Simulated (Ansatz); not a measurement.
Nb under changes of volume

One of the cells (18.428 Å³/atom); the others are scaled copies at fixed shape and fractional positions:

```
CELL_PARAMETERS angstrom
-1.66395 1.66395 1.66395
1.66395 -1.66395 1.66395
1.66395 1.66395 -1.66395
ATOMIC_POSITIONS crystal
Nb 0.00000 0.00000 0.00000
```

* Program: Ansatz 0.2.0
* Functional: PBEsol
* Potentials or basis: Ansatz PAW
* Cutoff: 420 eV (not typed: the program's choice for these potentials)
* k mesh: 11 × 11 × 11
* Occupations: fermi-dirac, width 0.05 eV
* Spin: no spin polarisation

| volume (Å³/atom) | energy over the lowest point (meV/atom) | pressure (GPa) |
| --- | --- | --- |
| 17.322 | 2.15 | 2.8 |
| 17.691 | 0.00 | -1.0 |
| 18.060 | 6.24 | -4.5 |
| 18.428 | ? | ? |
| 18.797 | 41.49 | -10.8 |
| 19.165 | 69.31 | -13.5 |
| 19.534 | 103.10 | -15.9 |

Q: What does the run at 18.428 Å³/atom give?

A: Energy over the lowest point 20.27 meV/atom; pressure -7.8 GPa.

Worked out: A Birch-Murnaghan fit of order 3 (a polynomial in V^(-2/3)) to the other rows has its minimum at 17.60 Å³/atom with B0 = V·E''(V) = 179 GPa and B' = 3.0. It gives 20.29 meV/atom at 18.428 Å³/atom, against the run's 20.27, and -dE/dV = -7.7 GPa, against -7.8.

Energies are extrapolated to zero smearing.

Caveats: the PAW data sets come from PBE, with cores solved anew for the run's functional, which leaves a small shift of forces and pressure.
